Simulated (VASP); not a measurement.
# C (P6_3/mmc) in VASP: notebook, part 3 of 3

VASP 6.6.1. The steps go on from the part before.

## Step 4: Vibrations by finite differences, r2SCAN

This run uses another cell than the first one, of 9.18 Å³/atom, 0.893 times its volume.

INCAR

```
SYSTEM = C
ALGO = Normal
EDIFF = 1E-8
ENCUT = 520
IBRION = 6
ISIF = 2
ISMEAR = 0
KPAR = 4
LASPH = .TRUE.
LCHARG = .FALSE.
LMIXTAU = .TRUE.
LREAL = .FALSE.
LWAVE = .FALSE.
METAGGA = R2SCAN
NBANDS = 16
NELM = 80
NFREE = 2
NSW = 1
POTIM = 0.015
PREC = Accurate
SIGMA = 0.02
```

KPOINTS

```
k-points
0
G
  15 15 4
  0 0 0
```

POSCAR

```
C                                       
1.0
    2.4578969273     -0.0000000000     -0.0000000000
   -1.2289484636      2.1286011792     -0.0000000000
    0.0000000000     -0.0000000000      7.0179154118
  C             
     4
Direct
     1.0000000000000000    0.0000000000000000    0.2500000000000000
     0.0000000000000000    1.0000000000000000    0.7500000000000000
     0.3333333300000021    0.6666666699999979    0.2500000000000000
     0.6666666699999979    0.3333333300000021    0.7500000000000000
```

Potentials or basis: VASP PAW PBE potentials, release 64 (C).

Command:

```sh
cat potpaw_PBE.64/C/POTCAR > POTCAR
mpirun -np 4 vasp_std > vasp.out
```

OUTCAR:

```text
SYSTEM = C
   EDIFF = 1E-8
   ENCUT = 520
   IBRION = 6
   ISIF = 2
   ISMEAR = 0
   LASPH = .TRUE.
   LREAL = .FALSE.
   METAGGA = R2SCAN
   NELM = 80
   NFREE = 2
   NSW = 1
   POTIM = 0.015
   PREC = Accurate

 ion  position               nearest neighbor table
   1  0.000  0.000  0.250-   3 1.42   3 1.42   3 1.42
   2  0.000  0.000  0.750-   4 1.42   4 1.42   4 1.42
   3  0.333  0.667  0.250-   1 1.42   1 1.42   1 1.42
   4  0.667  0.333  0.750-   2 1.42   2 1.42   2 1.42

  LATTYP: Found a hexagonal cell.
 ALAT       =     2.4578969273
 C/A-ratio  =     2.8552521197

  Lattice vectors:

 A1 = (   2.4578969273,   0.0000000000,   0.0000000000)
 A2 = (  -1.2289484636,   2.1286011792,   0.0000000000)
 A3 = (   0.0000000000,   0.0000000000,   7.0179154118)

Analysis of symmetry for initial positions (statically):
=====================================================================
 Subroutine PRICEL returns:
 Original cell was already a primitive cell.

 Routine SETGRP: Setting up the symmetry group for a
 hexagonal supercell.

 Subroutine GETGRP returns: Found 24 space group operations
 (whereof 12 operations were pure point group operations)
 out of a pool of 24 trial point group operations.

The static configuration has the point symmetry D_3d.
 The point group associated with its full space group is D_6h.

Analysis of symmetry for dynamics (positions and initial velocities):
=====================================================================
 Subroutine PRICEL returns:
 Original cell was already a primitive cell.

 Routine SETGRP: Setting up the symmetry group for a
 hexagonal supercell.

 Subroutine GETGRP returns: Found 24 space group operations
 (whereof 12 operations were pure point group operations)
 out of a pool of 24 trial point group operations.

The dynamic configuration has the point symmetry D_3d.
 The point group associated with its full space group is D_6h.

 Subroutine INISYM returns: Found 24 space group operations
 (whereof 12 operations are pure point group operations),
 and found     1 'primitive' translations

----------------------------------------------------------------------------------------

                                     Primitive cell

  volume of cell :      36.7169

  direct lattice vectors                    reciprocal lattice vectors
     2.457896927  0.000000000  0.000000000     0.406851886  0.234896046  0.000000000
    -1.228948464  2.128601179  0.000000000     0.000000000  0.469792092  0.000000000
     0.000000000  0.000000000  7.017915412     0.000000000  0.000000000  0.142492456

  length of vectors
     2.457896927  2.457896928  7.017915412     0.469792092  0.469792092  0.142492456

  position of ions in fractional coordinates (direct lattice)
[... 112 lines left out ...]
   LEPSILON=     F    determine dielectric tensor
   LRPA    =     F    only Hartree local field effects (RPA)
 finite differences with symmetry
 non-spin polarized calculation
 Gauss-broadening in eV      SIGMA  =   0.02
  energy-cutoff  :      520.00
  volume of cell :       36.72
 maximum number of plane-waves:      1010
   NGX =  9   NGY =  9   NGZ = 27

--------------------------------------- Ionic step        1  -------------------------------------------

 number of electron      15.9999995 magnetization

 Free energy of the ion-electron system (eV)
  ---------------------------------------------------
  ext. energy  EPLUGINS =         0.00000000
  ---------------------------------------------------
  free energy    TOTEN  =       -39.74875459 eV

  energy without entropy =      -39.74852957  energy(sigma->0) =      -39.74864208

------------------------ aborting loop because EDIFF is reached ----------------------------------------

  FORCE on cell =-STRESS in cart. coord.  units (eV):
  Direction    XX          YY          ZZ          XY          YZ          ZX
  --------------------------------------------------------------------------------------
  -------------------------------------------------------------------------------------
  Total        0.0057673      0.0057673     -0.0045630      0.0000000      0.0000000      0.0000000
  in kB        0.2516638      0.2516638     -0.1991116      0.0000000      0.0000000      0.0000000
  external PRESSURE =       0.1014053 kB  Pullay stress =       0.0000000 kB
[... 291 lines left out ...]
--------------------------------------- Ionic step        9  -------------------------------------------

 number of electron      15.9999995 magnetization

 Free energy of the ion-electron system (eV)
  ---------------------------------------------------
  ext. energy  EPLUGINS =         0.00000000
  ---------------------------------------------------
  free energy    TOTEN  =       -39.74679980 eV

  energy without entropy =      -39.74657540  energy(sigma->0) =      -39.74668760

 E-fermi :   4.2837     XC(G=0): -10.8180

 val. band max:        4.2826227170   @ k =   0.3333   0.3333   0.2500
 cond. band min:       4.2855876887   @ k =   0.3333   0.3333   0.5000
 fundamental gap:      0.0029649717
 Fermi energy:         4.2837293388

 k-point     1 :       0.0000    0.0000    0.0000
  band No.  band energies     occupation
      1     -16.6339      2.00000
      2     -16.4261      2.00000
      3      -4.5664      2.00000
      4      -2.9678      2.00000
      5       1.0750      2.00000
      6       1.0750      2.00000
[... 433 lines left out ...]
      3      -9.2313      2.00000
      4      -9.1857      2.00000
      5      -5.1302      2.00000
      6      -5.0612      2.00000
[... 8 lines left out ...]
     15      16.7040      0.00000
     16      16.8370      0.00000

 [... further k-points ...]
[... 5 lines left out ...]
  --------------------------------------------------------------------------------------
  -------------------------------------------------------------------------------------
  Total        0.0057051      0.0057051     -0.0077941      0.0000000      0.0000000     -0.0000000
  in kB        0.2489461      0.2489461     -0.3401044      0.0000000      0.0000000     -0.0000000
  external PRESSURE =       0.0525960 kB  Pullay stress =       0.0000000 kB
[... 19 lines left out ...]
  FREE ENERGIE OF THE ION-ELECTRON SYSTEM (eV)
  ---------------------------------------------------
  free  energy   TOTEN  =       -39.7467998032 eV

  energy  without entropy=      -39.7465753991  energy(sigma->0) =      -39.74668760

 INTERNAL STRAIN TENSORS FROM DISPLACED ATOMS
 ============================================

 INTERNAL STRAIN TENSOR FOR ION    1 for displacements in x,y,z  (eV/Angst):
          X           Y           Z          XY          YZ          ZX
  --------------------------------------------------------------------------------
  x    -0.00000     0.00000     0.00000    -9.02892     0.00000     0.00000
  y    -9.02892     9.02892    -0.00000     0.00000     0.00000     0.00000
  z    -0.00000     0.00000     0.00000     0.00000    -0.00000     0.00000

 INTERNAL STRAIN TENSOR FOR ION    4 for displacements in x,y,z  (eV/Angst):
          X           Y           Z          XY          YZ          ZX
  --------------------------------------------------------------------------------
  x    -0.00000     0.00000    -0.00000    -9.25191     0.00000     0.00000
  y    -9.25191     9.25191     0.00000     0.00000     0.00000     0.00000
  z    -0.00000     0.00000     0.00000     0.00000    -0.00000    -0.00000

 Eigenvectors and eigenvalues of the dynamical matrix
 ----------------------------------------------------

   1 f  =   46.800915 THz   294.058819 2PiTHz 1561.110473 cm-1   193.552943 meV
             X         Y         Z           dx          dy          dz
      0.000000  0.000000  1.754479     0.044988    0.498002    0.000000
      0.000000  0.000000  5.263437     0.044988    0.498002   -0.000000
     -0.000000  1.419067  1.754479    -0.044982   -0.497943    0.000000
      1.228948  0.709534  5.263437    -0.044982   -0.497943    0.000000
[... 71 lines left out ...]
  12 f/i=    0.989255 THz     6.215672 2PiTHz   32.997994 cm-1     4.091228 meV
             X         Y         Z           dx          dy          dz
      0.000000  0.000000  1.754479    -0.045066   -0.497672   -0.000000
      0.000000  0.000000  5.263437     0.045066    0.497672   -0.000000
     -0.000000  1.419067  1.754479    -0.045118   -0.498253   -0.000000
      1.228948  0.709534  5.263437     0.045118    0.498253   -0.000000

 ELASTIC MODULI CONTR FROM IONIC RELAXATION (kBar)
 Direction    XX          YY          ZZ          XY          YZ          ZX
 --------------------------------------------------------------------------------
 XX        -135.8776    135.8776     -0.0000     -0.0000     -0.0000      0.0000
 YY         135.8776   -135.8776      0.0000     -0.0000      0.0000     -0.0000
 ZZ          -0.0000      0.0000     -0.0000      0.0000     -0.0000      0.0000
 XY          -0.0000     -0.0000      0.0000   -135.8776     -0.0000      0.0000
 YZ          -0.0000      0.0000     -0.0000     -0.0000     -0.0000      0.0000
 ZX           0.0000     -0.0000      0.0000      0.0000      0.0000     -0.0000
 --------------------------------------------------------------------------------
```

Wall time 6.6 min (4 MPI ranks of Intel Xeon 6975P-C (Granite Rapids), shared host); peak memory 0.36 GiB.

What came out:

```yaml
Highest_phonon_frequency_at_Γ: 1561 cm⁻¹
Most_unstable_mode: 33i cm⁻¹
```

Phonon frequencies in cm⁻¹ (negative: imaginary):
| q point | frequencies |
| --- | --- |
| (0.000, 0.000, 0.000) | -33 -33 -1 0 0 75 879 885 1559 1559 1561 1561 |

Caveat: some modes are imaginary; the PAW data sets were made with another functional, which shifts forces and pressure a little.
